A band gap computed with the local density approximation (LDA) is set beside a measured one for eight crystals. The computed gap is the distance between the highest filled and the lowest empty level found on a mesh of wave vectors. The questions below ask what its error consists of.

Band gaps of eight crystals from Kohn-Sham DFT with ABINIT 10.8.3 and the LDA-PZ functional, without spin polarization or spin-orbit coupling and with Fermi-Dirac smearing of 0.05 eV. The computed gap is the distance between the highest filled and the lowest empty level on the k-mesh, in the given cell without relaxation.

| formula | space group | volume of the given cell (Å³/atom) | potentials or basis | wave cutoff (eV) | k-mesh | computed band gap (eV) | measured band gap (eV) | range of the values found (eV) | what was measured, and how | source | computed less measured (eV) |
| --- | --- | --- | --- | --- | --- | --- | --- | --- | --- | --- | --- |
| TePb | Fm-3m | 33.73 | JTH PAW LDA v2.0 sp | 408.2 | 7x7x7 | 0.959 | 0.2 | 0.19 to 0.32 | band gap at L from dI/dV; scanning tunneling spectroscopy; bulk crystal | arXiv:2304.02844 (2023) | 0.76 |
| Si | Fd-3m | 20.16 | JTH PAW LDA v2.0 | 408.2 | 8x8x8 | 0.53 | 1.11 | 1.1 to 1.1692 | indirect band gap at room temperature, quoted from a textbook; not stated; bulk crystal | arXiv:1709.02567 (2017) | -0.58 |
| InSe | R3m | 29.24 | JTH PAW LDA v2.0 sp | 408.2 | 8x8x8 | 0.238 | 1.25 | 1.25 to 1.34 | photoluminescence peak energy (near-band-edge optical emission); photoluminescence; bulk crystal | pmc:6051381 (2018) | -1.01 |
| InP | F-43m | 25.17 | JTH PAW LDA v2.0 sp | 544.2 | 8x8x8 | 0.578 | 1.42 | one value | experimental band gap used for comparison with the calculated gap; not stated; bulk crystal | arXiv:cond-mat/0006134 (2000) | -0.84 |
| GaAs | F-43m | 22.59 | JTH PAW LDA v2.0 | 462.6 | 8x8x8 | 0.28 | 1.42 | 1.412 to 1.52 | band-edge photoluminescence emission energy of the GaAs substrate; time-integrated photoluminescence; bulk crystal | arXiv:1409.8467 (2014) | -1.14 |
| BAs | F-43m | 13.63 | JTH PAW LDA v2.0 sp | 408.2 | 10x10x10 | 1.128 | 1.835 | 1.82 to 4.12 | indirect optical gap from background-subtracted Tauc plot; UV-Vis transmission; bulk crystal | arXiv:2307.05371 (2023) | -0.71 |
| CdS (1) | F-43m | 24.81 | JTH PAW LDA v2.0 | 544.2 | 8x8x8 | 0.841 | 2.42 | one value | optical gap from inflexion point of photoacoustic spectrum, as-grown film; photoacoustic spectroscopy; film | arXiv:cond-mat/9501125 (1995) | -1.58 |
| CdS (2) | P6_3mc | 25.12 | JTH PAW LDA v2.0 | 544.2 | 7x7x4 | 0.888 | 2.5809 | 2.5809 to 2.5963 | A gap, Gamma7c-Gamma9v, natural isotopic composition; exciton reflectance; bulk crystal | arXiv:0807.2152 (2008) | -1.69 |

**(a) In which direction do the computed gaps err, and why?**

Seven of the eight are too small, by 0.58 eV in Si up to 1.69 eV in hexagonal CdS. The true gap is the cost of taking an electron out of the crystal, less the energy gained when one is added. Optical measurements can read slightly less, since the electron and the hole attract each other. The calculation instead reads both levels from a single potential. In exact theory that potential jumps by a constant once an electron is added across the gap. LDA has no such jump, which is part of the reason that its gaps fall short.

**(b) Can the second decimal of the Si gap be trusted?**

No, because the mesh steps over the bottom of the conduction band. A mesh can only miss the true band edges, so for a given potential the gap read from it is too large or exact. In Si the lowest empty level on the mesh lies at 0.75 of the way from the zone centre Γ to the zone face at X. The true valley lies near 0.85, a rough recalled value.

Near its bottom the band is a parabola, $E=\hbar^2(\Delta k)^2/2m$, where $\Delta k$ is the distance to the valley and $m$ the effective mass. The path from Γ to X is 1.15 Å⁻¹ long, so $\Delta k\approx0.10\times1.15=0.115$ Å⁻¹. With $\hbar^2/2m_e\approx3.8$ eV Å² and a recalled mass of about $0.92\,m_e$, the excess is $3.8\times0.115^2/0.92\approx0.055$ eV. A finer mesh would therefore lower the gap slightly and deepen the shortfall. No gap from the table enters this estimate, which is printed below with the differences used here.

**(c) PbTe (TePb in the table) is computed 0.76 eV too large. Does LDA overestimate its gap?**

The table doesn't support that conclusion, because two known omissions both push this value up. The gap of PbTe lies at the zone-boundary point L. The mesh points of this run aren't printed, but a mesh of seven points per direction centred on Γ, as the Si mesh is, gets only six sevenths of the way there. Spin-orbit coupling is also left out, and in PbTe it would narrow the gap by several tenths of an eV. The run also followed the bands along a path through L, so the mesh's share can be found by comparing the gap on that path with the one in the table. The share of spin-orbit coupling is untested, and LDA's own error may be a shortfall here too, hidden beneath the two. In the other crystals the same two corrections would lower the gap or leave it nearly unchanged, so neither can explain their shortfalls.

**(d) Could an engineer repair the column with one constant or one factor?**

Neither works. Adding the Si shortfall to every gap still leaves hexagonal CdS 1.11 eV too small. Scaling fares no better: the computed gap is 48% of the measured one in Si but only 20% in GaAs. A correction learnt on one semiconductor shouldn't be carried to another.

**(e) Does the error follow the type of bonding?**

Only roughly, in the means of groups. The mean shortfall is 0.64 eV for non-polar Si and nearly non-polar BAs, 0.99 eV for InP and GaAs, and 1.64 eV for the two forms of CdS. PbTe is left out for the reasons given in (c), and InSe because it is layered and its run warns of overlapping atomic spheres. The order isn't one of bonding alone: the outer d electrons take part in the GaAs and CdS calculations but are frozen in those of InP and BAs. Theory offers a reason in screening. Where the other electrons respond strongly to an added charge, the correction that LDA lacks is small; where they respond weakly, it is large. The dielectric constant of the electrons is roughly 12 in Si and 5 in CdS (recalled values), which fits the direction.

The picture fails for GaAs, which screens almost as well as Si but has twice its shortfall. The reported gaps of BAs run from 1.82 to 4.12 eV, but the upper end is probably a direct gap, which in the run lies 2.16 eV above the indirect one. The indirect value listed is the right partner for the computed gap.

**(f) What else narrows the gap of CdS?**

The filled d shell of cadmium does. In cubic CdS at Γ, three of the five d levels share the symmetry of the sulfur p states at the valence top, and two don't. Levels of equal symmetry repel: the lower is pushed down, the upper up. The run shows the mark of this, with the threefold d levels 0.49 eV below the twofold ones. Electrostatics alone would put them above.

A raised valence top means a smaller gap. The repulsion is real, but LDA places the d levels too close to the valence band and so exaggerates it. This excess can be only part of the 1.58 eV shortfall.

**(g) The table lists the same measured gap for InP and GaAs. Why is the computed gap of GaAs 0.30 eV smaller?**

The match is rough, since the values found for GaAs reach 1.52 eV, but a larger true gap would only sharpen the question. The d shell is a plausible suspect. The gallium d electrons take part in the GaAs calculation and can push up the valence top, as in CdS. Those of indium are frozen into the core in InP and can't. Strain looks like a second one. By the stresses in the two runs, LDA would shrink the given cell of GaAs and expand that of InP. In such crystals a smaller cell has a larger direct gap, so relaxing both would raise the gap of GaAs and lower that of InP. Yet the given cells are close to those of the real crystals (judged by recalled lattice constants), to which the measured gaps belong. Strain therefore hardly explains the disagreement with experiment. The elements differ too, so the share of the d shell remains open. Repeating GaAs in the same cell with the gallium d shell frozen would show what the d electrons contribute.

The analysis program printed:

```
Shortfall and share of the measured gap:
      row  measured less computed (eV)  computed share of measured (%)
     TePb                       -0.759                           479.5
       Si                         0.58                           47.75
     InSe                        1.012                           19.04
      InP                        0.842                            40.7
     GaAs                         1.14                           19.72
      BAs                        0.707                           61.47
  CdS (1)                        1.579                           34.75
  CdS (2)                        1.693                           34.41
Number of gaps computed too small: 7
Smallest shortfall among these (eV): 0.58
Largest shortfall among these (eV): 1.693
Mean shortfall of Si and BAs (eV): 0.6435
Mean shortfall of InP and GaAs (eV): 0.991
Mean shortfall of the two CdS crystals (eV): 1.636
Shortfall left in GaAs after adding the Si shortfall to its gap (eV): 0.56
Shortfall left in CdS (2) after adding the Si shortfall to its gap (eV): 1.113
GaAs gap if divided by the Si share (eV): 0.5864
Measured gap of BAs less that of GaAs (eV): 0.415
Shortfall of GaAs less that of BAs (eV): 0.433
Computed gap of InP less that of GaAs (eV): 0.298
Si direct gap less its smallest gap (eV): 1.996
BAs direct gap less its smallest gap (eV): 2.157
Si estimated excess of the mesh gap from the missed valley bottom (eV): 0.05515
PbTe gap at Gamma (eV): 5.385
PbTe nearest point of a Gamma-centred 7-mesh on the way from Gamma to L (% of the way): 85.71
CdS (1) twofold Cd d levels below the valence top at Gamma (eV): 7.273
CdS (1) threefold Cd d levels below the valence top at Gamma (eV): 7.76
CdS (1) threefold d levels below the twofold ones (eV): 0.4865
CdS (2) less CdS (1) computed gap (eV): 0.047
CdS (2) less CdS (1) measured gap (eV): 0.1609
CdS (2) volume per atom above CdS (1) (%): 1.249
```
